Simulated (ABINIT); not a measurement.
# A GW chain in ABINIT: MgO (Fm-3m), part 2 of 3

How does a plane-wave GW calculation on MgO (Fm-3m) run from the first input to the gap?

ABINIT 10.8.3; LDA and many-body steps on it, plane waves. Known limits of the many-body steps: not at the basis limit.

So far. Step 2 (Ground state): The gap is direct, at Γ.

## 3. Bands along the symmetry lines

Level of this step: DFT, LDA, plane waves, norm-conserving pseudopotentials (ABINIT).

Levels along a band path, at the cheap level, show where the edges lie and whether the meshes to come will hold them.

Input file run.abi:

```
acell 3*1.0 Angstrom
rprim 
  -0.000000000000 2.097001392700 2.097001392700
  2.097001392700 -0.000000000000 2.097001392700
  2.097001392700 2.097001392700 -0.000000000000
ntypat 2
znucl 12 8
natom 2
typat 1 2
xred 
  0.000000000000 0.000000000000 0.000000000000
  0.500000000000 0.500000000000 0.500000000000
pp_dirpath "pseudos"
pseudos "Mg.upf, O.upf"
ecut 38
iscf -2
irdden 1
kptopt 0
nkpt 50
kpt 
  0.00000000 0.00000000 0.00000000
  0.06250000 0.00000000 0.06250000
  0.12500000 0.00000000 0.12500000
  0.18750000 0.00000000 0.18750000
  0.25000000 0.00000000 0.25000000
  0.31250000 0.00000000 0.31250000
  0.37500000 0.00000000 0.37500000
  0.43750000 0.00000000 0.43750000
  0.50000000 0.00000000 0.50000000
  0.51562500 0.03125000 0.51562500
  0.53125000 0.06250000 0.53125000
  0.54687500 0.09375000 0.54687500
  0.56250000 0.12500000 0.56250000
  0.57812500 0.15625000 0.57812500
  0.59375000 0.18750000 0.59375000
  0.60937500 0.21875000 0.60937500
  0.62500000 0.25000000 0.62500000
  0.37500000 0.37500000 0.75000000
  0.32812500 0.32812500 0.65625000
  0.28125000 0.28125000 0.56250000
  0.23437500 0.23437500 0.46875000
  0.18750000 0.18750000 0.37500000
  0.14062500 0.14062500 0.28125000
  0.09375000 0.09375000 0.18750000
  0.04687500 0.04687500 0.09375000
  0.00000000 0.00000000 0.00000000
  0.06250000 0.06250000 0.06250000
  0.12500000 0.12500000 0.12500000
  0.18750000 0.18750000 0.18750000
  0.25000000 0.25000000 0.25000000
  0.31250000 0.31250000 0.31250000
  0.37500000 0.37500000 0.37500000
  0.43750000 0.43750000 0.43750000
  0.50000000 0.50000000 0.50000000
  0.50000000 0.46875000 0.53125000
  0.50000000 0.43750000 0.56250000
  0.50000000 0.40625000 0.59375000
  0.50000000 0.37500000 0.62500000
  0.50000000 0.34375000 0.65625000
  0.50000000 0.31250000 0.68750000
  0.50000000 0.28125000 0.71875000
  0.50000000 0.25000000 0.75000000
  0.50000000 0.21875000 0.71875000
  0.50000000 0.18750000 0.68750000
  0.50000000 0.15625000 0.65625000
  0.50000000 0.12500000 0.62500000
  0.50000000 0.09375000 0.59375000
  0.50000000 0.06250000 0.56250000
  0.50000000 0.03125000 0.53125000
  0.50000000 0.00000000 0.50000000
istwfk *1
nband 18
nbdbuf 5
tolwfr 1e-07
nstep 50
prtwf 0
prtvol 0
indata_prefix "in"
outdata_prefix "out"
tmpdata_prefix "tmp"
```

Command:

```sh
$ OMP_NUM_THREADS=1 mpirun -n 8 abinit run.abi > log
```

Numbers of over 12 decimals in the logs are rounded to 6 here.

The log of the run:

```text
.Version 10.8.3 of ABINIT. v10.8.2 released Aug 2026.

 Symmetries : space group Fm -3 m (#225); Bravais cF (face-center cubic)
[... echo of the input left out ...]
== DATASET  1 ==================================================================
-   mpi_nproc: 8, omp_nthreads: 1 (-1 if OMP is not activated)

--- !DatasetInfo
iteration_state: {dtset: 1, }
dimensions: {natom: 2, nkpt: 50, mband: 18, nsppol: 1, nspinor: 1, nspden: 1, mpw: 1411, }
cutoff_energies: {ecut:  38.0, pawecutdg:  -1.0, }
electrons: {nelect:   1.60000000E+01, charge:   0.00000000E+00, occopt:   1.00000000E+00, tsmear:   1.00000000E-02, }

 Real(R)+Recip(G) space primitive vectors, cartesian coordinates (Bohr,Bohr^-1):
 R(1)=  0.0000000  3.9627583  3.9627583  G(1)= -0.1261747  0.1261747  0.1261747
 R(2)=  3.9627583  0.0000000  3.9627583  G(2)=  0.1261747 -0.1261747  0.1261747
 R(3)=  3.9627583  3.9627583  0.0000000  G(3)=  0.1261747  0.1261747 -0.1261747
 Unit cell volume ucvol=  1.2445798E+02 bohr^3
 Angles (23,13,12)=  6.00000000E+01  6.00000000E+01  6.00000000E+01 degrees

 getcut: wavevector=  0.0000  0.0000  0.0000  ngfft=  32  32  32
         ecut(hartree)=     38.000   => boxcut(ratio)=   2.05769

--- Pseudopotential description ------------------------------------------------
- Mg Generated using ONCVPSP code by D. R. Hamann
- 12.00000  10.00000  180309                  znucl, zion, pspdat
12 -1012 1 -1 1510                            pspcod,pspxc,lmax,lloc,mmax
     nproj     2     2     0
  pspatm : epsatm=    9.23542517
         --- l  ekb(1:nproj) -->
             0    2.239033   -0.828749
             1   -6.545315   -2.523783
 pspatm: atomic psp has been read  and splines computed

- O Generated using ONCVPSP code by D. R. Hamann
-  8.00000   6.00000  201201                  znucl, zion, pspdat
12 -1012 2 -1 926                             pspcod,pspxc,lmax,lloc,mmax
     nproj     2     2     1
  pspatm : epsatm=    6.27558587
         --- l  ekb(1:nproj) -->
             0    6.026028    0.816167
[...]
2   -1.033686
 pspatm: atomic psp has been read  and splines computed

--------------------------------------------------------------------------------

================================================================================
 prteigrs : about to open file out_EIG
 Non-SCF case, kpt    1 (  0.00000  0.00000  0.00000), residuals and eigenvalues=
  9.41E-09  2.96E-08  6.67E-08  6.77E-09  9.93E-08  8.15E-08  1.55E-08  6.22E-08
  1.36E-08  7.19E-09  8.99E-09  5.30E-08  3.11E-08  1.42E-08  8.33E-08  5.29E-08
  8.77E-08  3.26E-08
 -2.4631E+00 -1.2653E+00 -1.2653E+00 -1.2653E+00 -4.6098E-01  1.6385E-01
  1.6385E-01  1.6385E-01  3.4087E-01  7.4328E-01  7.4328E-01  7.4328E-01
  8.8704E-01  9.5675E-01  9.5675E-01  1.0496E+00  1.0496E+00  1.0496E+00
 Non-SCF case, kpt    2 (  0.06250  0.00000  0.06250), residuals and eigenvalues=
  9.50E-09  1.47E-08  5.78E-09  5.25E-08  1.61E-08  2.67E-08  8.52E-09  2.82E-08
[...]
3.19E-08  4.27E-08
[...]
Non-SCF case, kpt    3 (  0.12500  0.00000  0.12500), residuals and eigenvalues=
[...]
Non-SCF case, kpt   49 (  0.50000  0.03125  0.53125), residuals and eigenvalues=
[...]
Non-SCF case, kpt   50 (  0.50000  0.00000  0.50000), residuals and eigenvalues=
[...]
1.1335E-01  1.1335E-01  4.9543E-01  5.2659E-01  6.4251E-01  8.5634E-01
  8.5634E-01  1.1042E+00  1.1583E+00  1.3025E+00  1.3025E+00  1.4233E+00

--- !ResultsGS
iteration_state: {dtset: 1, }
comment   : Summary of ground state results
lattice_vectors:
- [ -0.0000000,   3.9627583,   3.9627583, ]
- [  3.9627583,  -0.0000000,   3.9627583, ]
- [  3.9627583,   3.9627583,  -0.0000000, ]
lattice_lengths: [   5.60419,    5.60419,    5.60419, ]
lattice_angles: [ 60.000,  60.000,  60.000, ] # degrees, (23, 13, 12)
lattice_volume:   1.2445798E+02
convergence: {deltae:  0.000E+00, res2:  0.000E+00, residm:  9.933E-08, diffor:  0.000E+00, }
etotal    :  -7.59171548E+01
entropy   :   0.00000000E+00
fermie    :   1.63852445E-01
cartesian_stress_tensor: null
pressure_GPa: null
xred      :
- [  0.0000E+00,   0.0000E+00,   0.0000E+00, Mg]
- [  5.0000E-01,   5.0000E-01,   5.0000E-01,  O]
cartesian_forces: null
force_length_stats: {min: null, max: null, mean: null, }

 Integrated electronic density in atomic spheres:
 ------------------------------------------------
 Atom  Sphere_radius  Integrated_density
[...]
================================================================================

 ----iterations are completed or convergence reached----

 Mean square residual over all n,k,spin=   31.815E-09; max=  99.332E-09
 reduced coordinates (array xred) for    2 atoms
       0.000000000000      0.000000000000      0.000000000000
       0.500000000000      0.500000000000      0.500000000000

 cartesian coordinates (angstrom) at end:
    1      0.000000     0.000000     0.000000
    2      2.097001     2.097001     2.097001
 length scales=  1.889726125908  1.889726125908  1.889726125908 bohr
              =  1.000000000000  1.000000000000  1.000000000000 angstroms
 prteigrs : about to open file out_EIG
 Eigenvalues (hartree) for nkpt=  50  k points:
 kpt#   1, nband= 18, wtk=  1.00000, kpt=  0.0000  0.0000  0.0000 (reduced coord)
[...]
kpt#   2, nband= 18, wtk=  1.00000, kpt=  0.0625  0.0000  0.0625 (reduced coord)
[...]
kpt#   3, nband= 18, wtk=  1.00000, kpt=  0.1250  0.0000  0.1250 (reduced coord)
[...]
kpt#  49, nband= 18, wtk=  1.00000, kpt=  0.5000  0.0313  0.5313 (reduced coord)
[...]
1.30344    1.44149
 kpt#  50, nband= 18, wtk=  1.00000, kpt=  0.5000  0.0000  0.5000 (reduced coord)
  -2.46260   -1.26820   -1.26643   -1.26643   -0.40003    0.01115    0.11335    0.11335
   0.49543    0.52659    0.64251    0.85634    0.85634    1.10417    1.15828    1.30253
   1.30253    1.42331

== END DATASET(S) ==============================================================
================================================================================

 -outvars: echo values of variables after computation  --------
            nband          18
             nkpt          50
          spgroup         225
 [... the other variables as echoed above ...]

 Calculation completed.
```

Elapsed: 2.9 s, on 8 MPI ranks of Arm Neoverse V1, shared host; peak memory 0.07 GiB.

Numbers from this step:

| Property | Result |
| --- | --- |
| gap | 4.817 eV |
| k of the valence top | 0, 0, 0 |
| k of the conduction bottom | 0, 0, 0 |
| least direct gap | 4.817 eV |

The gap is 4.817 eV, as in the run before at this level.

Electronic bands along the path, in eV, zero at the top of the highest filled band; v1 is the highest filled band, c1 the lowest empty one:

| point | v4 | v3 | v2 | v1 | c1 | c2 | c3 | c4 |
| --- | --- | --- | --- | --- | --- | --- | --- | --- |
| Γ | -17.00 | 0.00 | 0.00 | 0.00 | 4.82 | 15.77 | 15.77 | 15.77 |
| halfway | -16.19 | -2.66 | -0.75 | -0.75 | 8.10 | 11.08 | 15.37 | 17.38 |
| X | -15.34 | -4.16 | -1.37 | -1.37 | 9.02 | 9.87 | 13.03 | 18.84 |
| halfway | -15.33 | -4.00 | -1.84 | -1.32 | 9.41 | 10.39 | 12.87 | 18.50 |
| U | -15.31 | -3.56 | -2.77 | -1.17 | 10.01 | 11.68 | 12.46 | 17.99 |
| jump to K | -15.31 | -3.56 | -2.77 | -1.17 | 10.01 | 11.68 | 12.46 | 17.99 |
| halfway | -16.10 | -2.98 | -1.21 | -0.40 | 8.19 | 11.92 | 15.25 | 17.80 |
| Γ | -17.00 | 0.00 | 0.00 | 0.00 | 4.82 | 15.77 | 15.77 | 15.77 |
| halfway | -16.36 | -2.70 | -0.35 | -0.35 | 7.12 | 12.50 | 16.58 | 16.58 |
| L | -15.58 | -4.73 | -0.66 | -0.66 | 7.86 | 12.55 | 16.17 | 16.17 |
| halfway | -15.43 | -4.09 | -1.97 | -1.01 | 9.63 | 12.14 | 13.37 | 16.78 |
| W | -15.27 | -3.01 | -3.01 | -1.82 | 11.58 | 11.58 | 12.05 | 15.47 |
| halfway | -15.31 | -3.85 | -1.94 | -1.60 | 9.92 | 10.76 | 12.68 | 17.25 |
| X | -15.34 | -4.16 | -1.37 | -1.37 | 9.02 | 9.87 | 13.03 | 18.84 |

The electronic bands as a text plot (rows in eV, shown from -8.0 to 10.8 only):

```
   10.4 |       ++     ++  +                           +    ++++
    9.6 |         +++++++++ ++                        +      ++++
    8.9 |       ++ ++++       ++                     +          +
    8.1 |     ++                +              ++++++
    7.3 |    +                   ++         +++
    6.5 |                                  +
    5.7 |  ++                      ++    ++
    4.9 |++                          ++++
    4.2 |
    3.4 |
    2.6 |
    1.8 |
    1.0 |
    0.2 |**                        ********
   -0.6 | ******            **********  *  ***********
   -1.3 |  **   ************    *  **    **         ******   ****
   -2.1 |    *         **   **** **        *          **  ****
   -2.9 |     **         ***    *           *           ****
   -3.7 |       *****  *********             **        **   ****
   -4.5 |            **                        ********         *
   -5.3 |
   -6.0 |
   -6.8 |
   -7.6 |
         Γ           X  U|K            Γ         L        W     X
```

## 4. Empty states on the mesh, 6×6×6 mesh, 104 bands

The sums over transitions need many empty states on a uniform mesh; this step solves for them.

Input file run.abi:

```
acell 3*1.0 Angstrom
rprim 
  -0.000000000000 2.097001392700 2.097001392700
  2.097001392700 -0.000000000000 2.097001392700
  2.097001392700 2.097001392700 -0.000000000000
ntypat 2
znucl 12 8
natom 2
typat 1 2
xred 
  0.000000000000 0.000000000000 0.000000000000
  0.500000000000 0.500000000000 0.500000000000
pp_dirpath "pseudos"
pseudos "Mg.upf, O.upf"
ecut 38
ngkpt 6 6 6
nshiftk 1
shiftk 0 0 0
kptopt 1
chksymbreak 0
irdden 1
istwfk *1
nband 104
prtvol 0
optdriver 6
gwr_task "HDIAGO"
paral_kgb 0
occopt 1
indata_prefix "in"
outdata_prefix "out"
tmpdata_prefix "tmp"
```

The log of the run:

```text
[banner, memory and clock lines left out]
.Version 10.8.3 of ABINIT. v10.8.2 released Aug 2026.

 Symmetries : space group Fm -3 m (#225); Bravais cF (face-center cubic)
[... echo of the input left out ...]
== DATASET  1 ==================================================================
-   mpi_nproc: 8, omp_nthreads: 1 (-1 if OMP is not activated)

--- !DatasetInfo
iteration_state: {dtset: 1, }
dimensions: {natom: 2, nkpt: 16, mband: 104, nsppol: 1, nspinor: 1, nspden: 1, mpw: 1411, }
cutoff_energies: {ecut:  38.0, pawecutdg:  -1.0, }
electrons: {nelect:   1.60000000E+01, charge:   0.00000000E+00, occopt:   1.00000000E+00, tsmear:   1.00000000E-02, }

.Using double precision arithmetic; gwpc =  8

- Reading GS density from: in_DEN

--- Pseudopotential description ------------------------------------------------
- Mg Generated using ONCVPSP code by D. R. Hamann
- 12.00000  10.00000  180309                  znucl, zion, pspdat
12 -1012 1 -1 1510                            pspcod,pspxc,lmax,lloc,mmax
     nproj     2     2     0
  pspatm : epsatm=    9.23542517
         --- l  ekb(1:nproj) -->
             0    2.239033   -0.828749
             1   -6.545315   -2.523783
 pspatm: atomic psp has been read  and splines computed

- O Generated using ONCVPSP code by D. R. Hamann
-  8.00000   6.00000  201201                  znucl, zion, pspdat
12 -1012 2 -1 926                             pspcod,pspxc,lmax,lloc,mmax
     nproj     2     2     1
  pspatm : epsatm=    6.27558587
         --- l  ekb(1:nproj) -->
             0    6.026028    0.816167
             1   -4.798959   -1.172522
             2   -1.033686
 pspatm: atomic psp has been read  and splines computed

   2.48176177E+02                                ecore*ucvol(ha*bohr**3)

 Total charge density [el/Bohr^3]
)     Maximum=    3.3704E+00  at reduced coord.    0.0625    0.9375    0.9688
)     Minimum=    1.0287E-02  at reduced coord.    0.2500    0.2500    0.2500
   Integrated=    1.6000E+01

 === KS gaps after direct diagonalization ===
 Direct band gap semiconductor
 Fundamental gap:     4.817 (eV)
   VBM:     4.459 (eV) at k: [ 0.0000E+00,  0.0000E+00,  0.0000E+00]
   CBM:     9.275 (eV) at k: [ 0.0000E+00,  0.0000E+00,  0.0000E+00]
 Direct gap:         4.817 (eV) at k: [ 0.0000E+00,  0.0000E+00,  0.0000E+00]

== END DATASET(S) ==============================================================

 -outvars: echo values of variables after computation  --------
           etotal      0.0000000000E+00
            nband         104
             nkpt          16
          spgroup         225
 [... the other variables as echoed above ...]

 Calculation completed.
```

The job ended after 6.7 s (8 MPI ranks; peak memory 1.3 GiB; 53 s of CPU time).

This step gave:

```yaml
gap: 4.817 eV
k_of_the_valence_top: 0, 0, 0
k_of_the_conduction_bottom: 0, 0, 0
least_direct_gap: 4.817 eV
k_points_computed: 16
lowest_point_of_the_top_converged_band_above_the_valence_top: 150.5442 eV
```

On this mesh the gap is 4.817 eV.

## 5. Screening, 6×6×6 mesh, 96 bands, screening to 244.9 eV

The RPA dielectric matrix is built and inverted for each q.

This step: RPA screening on LDA, plane waves, norm-conserving pseudopotentials.

run.abi: that of step 4 with these lines changed.

```diff
@@ -20,10 +20,11 @@
 chksymbreak 0
-irdden 1
 istwfk *1
-nband 104
-prtvol 0
-optdriver 6
-gwr_task "HDIAGO"
-paral_kgb 0
 occopt 1
+irdwfk 1
+optdriver 3
+nband 96
+ecuteps 9
+inclvkb 2
+awtr 1
+symchi 1
 indata_prefix "in"
```

The log of the run:

```text
.Version 10.8.3 of ABINIT. v10.8.2 released Aug 2026.

 Symmetries : space group Fm -3 m (#225); Bravais cF (face-center cubic)
[... echo of the input left out ...]
== DATASET  1 ==================================================================
-   mpi_nproc: 8, omp_nthreads: 1 (-1 if OMP is not activated)

--- !DatasetInfo
iteration_state: {dtset: 1, }
dimensions: {natom: 2, nkpt: 16, mband: 96, nsppol: 1, nspinor: 1, nspden: 1, mpw: 1411, }
cutoff_energies: {ecut:  38.0, pawecutdg:  -1.0, }
electrons: {nelect:   1.60000000E+01, charge:   0.00000000E+00, occopt:   1.00000000E+00, tsmear:   1.00000000E-02, }

 SCREENING: Calculation of the susceptibility and dielectric matrices

 Based on a program developped by R.W. Godby, V. Olevano, G. Onida, and L. Reining.
 Incorporated in ABINIT by V. Olevano, G.-M. Rignanese, and M. Torrent.
.Using double precision arithmetic ; gwpc =  8

[... cell and pseudopotentials left out ...]
--------------------------------------------------------------------------------

 ==== K-mesh for the wavefunctions ====
 Number of points in the irreducible wedge :    16
[... list of points left out ...]
 Together with 48 symmetry operations and time-reversal symmetry
 yields   216 points in the full Brillouin Zone.

 ==== Q-mesh for the screening function ====
 Number of points in the irreducible wedge :    16
[... list of points left out ...]
 Together with 48 symmetry operations and time-reversal symmetry
 yields   216 points in the full Brillouin Zone.

 setmesh: FFT mesh size selected  =    24x   24x   24
          total number of points  =        13824

 vcoul_init : cutoff-mode = AUXILIARY_FUNCTION
 q-points for optical limit:   1
     1)      0.000010    0.000020    0.000030

- screening: taking advantage of time-reversal symmetry
- Maximum band index for partially occupied states nbvw = 8
- Remaining bands to be divided among processors   nbcw = 88
- Number of bands treated by each node ~11

 Number of electrons calculated from density =   16.0000; Expected =   16.0000
 average of density, n =  0.128557
 r_s =    1.2291
 omega_plasma =   34.5863 [eV]

 calculating chi0 at frequencies [eV] :
  1    0.000000E+00    0.000000E+00
  2    0.000000E+00    3.458631E+01

--------------------------------------------------------------------------------
  q-point number  1        q = ( 0.000000, 0.000000, 0.000000) [r.l.u.]
--------------------------------------------------------------------------------
[... chi0 elements left out ...]
 For q-point:  0.000010 0.000020 0.000030
  dielectric constant =   3.0855
  dielectric constant without local fields =   3.3090

  Average fulfillment of the sum rule on Im[epsilon] for q-point    1 :     71.92  [%]
[... wings left out ...]
  q-point number  2        q = ( 0.166667, 0.000000, 0.000000) [r.l.u.]
--------------------------------------------------------------------------------
[... chi0 elements left out ...]
  Average fulfillment of the sum rule on Im[epsilon] for q-point    2 :     86.52  [%]

 [... 14 further q-points ...]
```

It took 37 s on 8 MPI ranks; peak memory 1.2 GiB; 5 min of CPU time.

Numbers from this step:

* ε∞ with local fields, on this mesh, along the program's q direction: 3.086
* the same without local fields: 3.309
* plasma frequency: 34.59 eV
* plane waves in the screening matrix: 169

Local fields lower ε∞ by 7 %.

(Continued in part 3 of 3.)

[Paths, hosts, dates, memory and timing lines, banners, echoed tables and standing remarks are left out of the program output.]

[Logs are printed without paths, hosts, clocks, repeated set-up lines and the standing remarks that a program may print on its own settings, such as how far it seeks lower states.]

[Runs of the session that timed out or met a known fault of the program may be left out.]

[Hosts, paths, dates, database ids (printed as entryN), source tags and the programs' standing remarks are cut or masked in the printed files.]

[G0W0 gaps are taken among the corrected bands and points alone; a level outside them can change the order at an edge.]

[Where Ansatz stands beside ABINIT at settings called matched, ABINIT's density can come from a denser mesh and the files from another edition; pairs whose starting gaps differed by over 0.03 eV were left out, so agreement reads better than it is.]
